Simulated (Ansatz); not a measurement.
The system is CdO (Monteponite).

```
Cd O
1.0
     0.00000    2.34950    2.34950
     2.34950    0.00000    2.34950
     2.34950    2.34950    0.00000
Cd O
1 1
Direct
  0.00000 0.00000 0.00000
  0.50000 0.50000 0.50000
```

Below is the output of Ansatz 0.2.0 for this cell. Logs are shortened: lines on timing, memory, paths and dates and some standing lists are left out, and cuts for length are marked.

```text
Warning: RAYON_NUM_THREADS=2 ignored (pool sized by the plan → 2); use --threads N
Engine: ansatz 0.2.0, aarch64-unknown-linux-gnu
Pseudopotentials: kind: paw
Pseudopotential: Cd, paw, valence charge 20, recommended cutoff 420 eV (normal), Cd.paw.azcp
Pseudopotential: O, paw, valence charge 6, recommended cutoff 420 eV (normal), O.paw.azcp
Functional definition: unnamed
  exchange = slater_x
  correlation = vwn5_c
Crystal: 2 atoms, lattice volume = 25.939 Å³
Basis set: ecut = 420 eV, 531 PW (Γ)
Bands: 17, of which v1, the nominal top of the filled ones, is band 13 counted from 1 (12 counted from 0)
Symmetry: 48 space group operations
Space group: Fm-3m (ITA 225), of the structure as read, at distance tolerance 3.0e-5 Å
k-points: 47 of 1000
Non-local potential: Cd, projectors of the file, l = 0: 3, l = 1: 2, l = 2: 2, l = 3: 1
Non-local potential: O, projectors of the file, l = 0: 2, l = 1: 2, l = 2: 1
PAW form: soft (Blöchl's): semilocal exchange-correlation on the pseudo side does not see the compensation charge
PAW frozen core: Cd, regenerated for the run's functional, and the local potential with it (the file was generated under x = pbe(κ = 0.804, μ = 0.2195149727645171), c = pbe(β = 0.06672455060314922))
PAW frozen core: O, regenerated for the run's functional, and the local potential with it (the file was generated under x = pbe(κ = 0.804, μ = 0.2195149727645171), c = pbe(β = 0.06672455060314922))
PAW one-centre angular grid: Cd, 590 points (default); XC on 64 Gauss nodes
PAW one-centre angular grid: O, 110 points (default); XC on 64 Gauss nodes
Initial density: superposition of atomic densities (neutral atoms: chi_scale 0, normalization atom), corrected by the library's trained network
Initial wavefunctions: pseudopotential atomic-orbital guess
Functional: x = slater, c = vwn5
SCF iter   1: F=—  HF=-8673.353119 eV  |F-HF|=—  |Δ(HF+E_count)|=         —  Δρ=1.91e-2  dr2=8.28e-2  ethr=1.77e-3  ⟨swp⟩=5.2  Hψ=3566  notcnv=0
preconditioner: auto → none  [insulator: Δε(μ)=0.394 eV  Ē_g=15.108 eV  σ=0.050 eV  W_gap=0.95  n_scr=14 (ndim 8)  ℏωp=30.9 eV  f_vac=0.000  D(μ)=0.04/eV (n_scr^D=0)  ε∞_Penn≈5.2]
SCF iter   2: F=—  HF=-8673.333407 eV  |F-HF|=—  |Δ(HF+E_count)|=   1.97e-2  Δρ=6.71e-3  dr2=1.25e-2  ethr=3.19e-4  ⟨swp⟩=3.0  Hψ=1718  notcnv=0
[... 91 lines left out ...]
SCF converged after 8 iterations
Free energy (F): -8673.351985 eV
Harris-Foulkes:  -8673.351985 eV  (|F-HF|=0.00e0)
Internal energy: -8673.351464 eV  (E = F + TS)
E sigma→0 (E₀):  -8673.351724 eV
Entropy (-TS):   -0.000521 eV (-0.261 meV/atom)
Fermi energy:    13.322512 eV
--- Per-component energies (eV) ---
  E_band       = -340.121179
  E_kinetic    = 679.803812
  E_local      = -2962.007468  (includes V_loc(G=0)·N_el)
  E_nonlocal   = 93.207399
  E_hartree    = 1372.374465
  E_xc         = -248.099187
  E_vxc        = -314.744074  (∫ρ·V_xc dr)
  E_paw        = -4096.707481  (= ΣΔE_a)
  E_vpaw       = -581.132233  (= ΣTr[D̂ρ^β])
  E_aug_tail   = 0.002454  (compensation charges beyond the density's cutoff)
  E_ewald      = -3512.790053
  E_core_change = 0.864596  (= ΣΔE_core)
  E_smearing   = -0.000521  (= −TS)
  E_closure    = 0.000000  (closes the sum)
  Σ components = -8673.351985   (vs F -8673.351985, Δ=0.00e0)
--- Forces (eV/Å), atoms counted from 1 ---
  atom   1  Cd     0.00000000     0.00000000    -0.00000000
  atom   2  O     -0.00000000    -0.00000000     0.00000000
  max |Σ_I F_I| component: 8.36e-29 eV/Å
--- Stress (GPa, compression-positive) ---
       -0.004873      -0.000000      -0.000000
       -0.000000      -0.004873       0.000000
       -0.000000       0.000000      -0.004873
  P = ⅓ Tr σ = -0.0049 GPa (-0.049 kbar)
--- Band table (eV; the first three rows and the last of 47) ---
  k-point 0: bands = ["-87.0222", "-48.1893", "-48.1893", "-48.1893", "-4.3006", "6.4078", "6.4078", "6.4078", "6.7381", "6.7381", "11.5829", "11.5829", "11.5829", "12.7340", "27.5259", "30.3520", "30.3520"]
  k-point 1: bands = ["-87.0221", "-48.1913", "-48.1896", "-48.1896", "-4.2202", "6.3565", "6.4236", "6.4236", "6.6570", "6.6570", "10.7245", "11.7508", "11.7508", "13.7425", "26.5861", "29.4903", "29.4933"]
  k-point 2: bands = ["-87.0217", "-48.1966", "-48.1904", "-48.1904", "-4.0015", "6.1597", "6.2678", "6.2678", "6.6737", "6.6737", "9.7980", "12.1651", "12.1651", "15.1421", "24.4210", "27.8847", "27.8847"]
  k-point 46: bands = ["-87.0204", "-48.2052", "-48.2017", "-48.1978", "-3.4391", "6.0808", "6.2066", "6.3958", "7.1972", "7.4611", "9.5977", "10.1716", "11.1075", "18.9135", "21.8634", "22.3956", "24.3205"]
--- Relaxed structure (5 steps of the walk, 5 accepted, 2 SCFs on fresh bases) ---
  F+E_penalty+E_count = -8673.35198504 eV   max|allowed force component| = 5.180e-29 eV/Å   (the final SCF, on the basis selected at the relaxed cell)
  cell:  # Å, volume = 24.8647 Å³
    - [-4.267374077550057e-34, 2.316599696710009, 2.3165996967100084]
    - [2.316599696710009, 0.0, 2.3165996967100084]
    - [2.316599696710009, 2.316599696710009, 2.866146768503769e-34]
  atoms:
    - { symbol: Cd, position: [-1.1740767865075186e-36, 5.8703839324713384e-37, 2.508254953008242e-36] }
    - { symbol: O, position: [0.5000000000000001, 0.5000000000000001, 0.4999999999999999] }
```

Question: What input gives this log?

Answer: Relaxation of cell and atoms with SVWN5, no spin polarisation. The files as run (others can give the same):

input.yaml
```yaml
crystal:
  lattice:
    - [0.0, 2.3495, 2.3495]
    - [2.3495, 0.0, 2.3495]
    - [2.3495, 2.3495, 0.0]
  atoms:
    - { symbol: Cd, position: [0.0, 0.0, 0.0] }
    - { symbol: O, position: [0.5, 0.5, 0.5] }
hamiltonian:
  xc: { exchange: slater, correlation: vwn5 }
  pseudopotentials: { kind: paw }
kpoints:
  mp_grid: { grid: [10, 10, 10] }
scf:
  occupations: { method: fermi_dirac, width: 0.05 }
output:
  forces: true
  stress: true
  write_density: true
  write_potential: true
  elf: true
  volumetric_format: npy
relax:
  f_tol: 0.01
  max_steps: 40
  cell: { stress_tol: 0.05 }
```

Potentials or basis: Ansatz PAW.
The run is started by
```bash
$ ansatz run input.yaml --threads 2 --pin off --max-ram 5120MiB --backend cpu --events-out ev --progress --plain --runs-dir out
```

Caveat: the plane-wave basis is chosen anew once the cell has moved, so the energies of steps on either side of that aren't comparable; the pressure holds a Pulay correction of +0.7 GPa for the finite cutoff; the PAW data sets come from PBE, with cores solved anew for the run's functional, which leaves a small shift of forces and pressure; this crystal is a semiconductor, whose small gap the functional closes, so the metal is an error of the method.
